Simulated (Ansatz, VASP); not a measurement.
GaP: VASP beside Ansatz

File INCAR:

```
PREC = Accurate ; ENCUT = 600
EDIFF = 1E-7 ; ISMEAR = -1
SIGMA = 0.05 ; LREAL = F
LASPH = T ; NELM = 80
ALGO = Normal ; ISIF = 3
LWAVE = F ; LCHARG = F
GGA = RE ; IVDW = 12
IBRION = 2 ; NSW = 40
EDIFFG = -0.01
```

File KPOINTS:

```
regular mesh
0
Gamma
  8 8 8
```

Contents of POSCAR:

```
GaP
1.0
    0.0000000000      2.7252500000      2.7252500000
    2.7252500000      0.0000000000      2.7252500000
    2.7252500000      2.7252500000      0.0000000000
Ga P
1 1
Direct
    0.0000000000      0.0000000000      0.0000000000
    0.7500000000      0.7500000000      0.7500000000
```

Contents of input.yaml:

```yaml
crystal:
  lattice:
    - [0.0, 2.72525, 2.72525]
    - [2.72525, 0.0, 2.72525]
    - [2.72525, 2.72525, 0.0]
  atoms:
    - { symbol: Ga, position: [0.0, 0.0, 0.0] }
    - { symbol: P, position: [0.75, 0.75, 0.75] }
hamiltonian:
  xc: revpbe
  pseudopotentials: { kind: paw }
  dispersion: d3bj
kpoints:
  mp_grid: { grid: [8, 8, 8] }
scf:
  occupations: { method: fermi_dirac, width: 0.05 }
output:
  forces: true
  stress: true
relax:
  f_tol: 0.01
  max_steps: 40
  cell: { stress_tol: 0.05 }
```

Alike in both runs: task relaxation of cell and atoms; functional revPBE; dispersion D3(BJ); k mesh 8 × 8 × 8; occupations fermi-dirac, width 0.05 eV; no spin polarisation.

|  | VASP | Ansatz |
| --- | --- | --- |
| version | VASP 6.6.1 | Ansatz 0.2.0 |
| potentials or method | VASP PAW PBE potentials, release 64 (Ga_d, P) | Ansatz PAW |
| plane-wave cutoff (eV) | 600 | 420 |
| valence electrons in the cell | 18 | 18 |

```csv
,VASP,Ansatz,Ansatz less VASP
relaxed volume (Å³/atom),19.87,19.90,+0.028
relaxed cell length with the largest relative difference (Å),3.831,3.832,+0.0018
energy change over the relaxation (meV/atom),-2,-2,+0.3
```

Caveats: the PAW data sets were made with another functional, which shifts forces and pressure a little (VASP); the plane-wave basis is chosen anew once the cell has moved, so the energies of steps on either side of that aren't comparable (Ansatz); the PAW data sets come from PBE, with cores solved anew for the run's functional, which leaves a small shift of forces and pressure (Ansatz). A k mesh can miss the band edges. revPBE gaps usually lie below the measured ones, often by a third to a half.
